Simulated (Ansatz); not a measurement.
## Dielectric response of BaHfO3 (001), BaO faces films: cost of one run

Ansatz 0.2.0; plane-wave DFT, PBEsol, Ansatz PAW. The cell holds 12 atoms.

Input file input.yaml:

```yaml
crystal:
  lattice:
    - [4.17, 0.0, 0.0]
    - [0.0, 4.17, 0.0]
    - [0.0, 0.0, 26.34]
  atoms:
    - { symbol: Ba, position: [0.0, 0.0, 0.3480903921] }
    - { symbol: O, position: [0.5, 0.5, 0.342551925] }
    - { symbol: Hf, position: [0.5, 0.5, 0.419578093] }
[... 3 atom lines left out ...]
    - { symbol: O, position: [0.5, 0.5, 0.5000000004] }
    - { symbol: Hf, position: [0.5, 0.5, 0.5804219071] }
    - { symbol: O, position: [0.0, 0.5, 0.5794038837] }
    - { symbol: O, position: [0.5, 0.0, 0.5794038837] }
    - { symbol: Ba, position: [0.0, 0.0, 0.6519096075] }
    - { symbol: O, position: [0.5, 0.5, 0.6574480757] }
kpoints:
  mp_grid: { grid: [6, 6, 1] }
hamiltonian:
  xc: pbesol
scf:
  occupations: { method: fixed }
  convergence: { dr2_threshold: 1.0e-10 }
efield:
  axis: 3
  dipole_correction: true
  ramp_position: 0.97
  ramp_width: 0.06
  amplitude: -0.03
relax:
  f_tol: 0.0006
  max_steps: 70
output:
  write_potential: true
  write_density: true
  volumetric_format: npy
```

Launch:

```
$ ansatz run input.yaml --threads 4 --pin off --max-ram 12288MiB --backend cpu --events-out ev --progress --plain --runs-dir out
```

The cutoff in use is 420 eV. For reference, a run of the same kind (27 atoms, 10 k-points, 172 bands and 13,097 plane waves; 71 SCF cycles) took 6.9 min and 2.8 GiB on the same hardware.

What time and memory should one allow on 4 threads of Arm Neoverse V1, shared host?

A cutoff of 420 eV is a sphere of radius 10.5 Å⁻¹, so a cell of 458 Å³ holds about V·G³/6π² = 8,951 plane waves. At two electrons a band, the 124 electrons need 62 bands, and 13 more are carried. Symmetry cuts the 6×6×1 mesh from 36 to 10 points. The run has 10 k-points, 75 bands and 8,857 plane waves. Taking the work of a cycle as k-points × spins × bands × plane waves, that is 0.29 times the reference, or 2 min at the reference's 71 cycles. The run needed 59 SCF cycles over 7 ionic steps, which makes it about 1.7 min. One copy of the wavefunctions takes 0.099 GiB at 16 bytes a coefficient, against 0.34 GiB in the reference; grids, projectors and work arrays come on top. Measured: about 61 s, with a peak of 1.1 GiB. The run was quicker than this simple count says.

[Logs are printed without paths, hosts, clocks, repeated set-up lines and the standing remarks that a program may print on its own settings, such as how far it seeks lower states.]

[Hosts, paths, dates, database ids (printed as entryN), source tags and the programs' standing remarks are cut or masked in the printed files.]

[Maps of the electrostatic potential energy from Ansatz leave out the sawtooth potential of an applied field or a dipole correction, so their vacuum need not be flat; planar profiles and work functions include it.]
